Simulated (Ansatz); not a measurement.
Crystal: Cl.

```
Cl
1.0
     3.14500   -2.25000    0.00000
     3.14500    2.25000    0.00000
     0.00000    0.00000    8.21000
Cl
4
Direct
  0.37000 0.63000 0.40000
  0.13000 0.87000 0.90000
  0.63000 0.37000 0.60000
  0.87000 0.13000 0.10000
```

Base run:

```yaml
Program: Ansatz 0.2.0
Functional: PBE
Potentials_or_basis: Ansatz PAW
Cutoff: 420 eV
Density_cutoff: 1680 eV
k_mesh: 7 × 7 × 4
Occupations: fermi-dirac, width 0.05 eV
Spin: no spin polarisation
```

Its results: band gap on the k mesh 2.49 eV, indirect (least direct gap 2.55 eV); pressure 0.7 GPa; largest force 0.098 eV/Å.

**Question.** The run is repeated on the same cell with these changes: functional from PBE to PBEsol. What comes out?

**Answer.** Band gap on the k mesh 2.43 eV, indirect (least direct gap 2.49 eV); pressure -0.9 GPa; largest force 0.173 eV/Å.

PBEsol binds more tightly than PBE, so the same cell stands under less pressure.

Caveats: the PAW data sets come from PBE, with cores solved anew for the run's functional, which leaves a small shift of forces and pressure (some runs).

Not every run made on this cell is shown here.
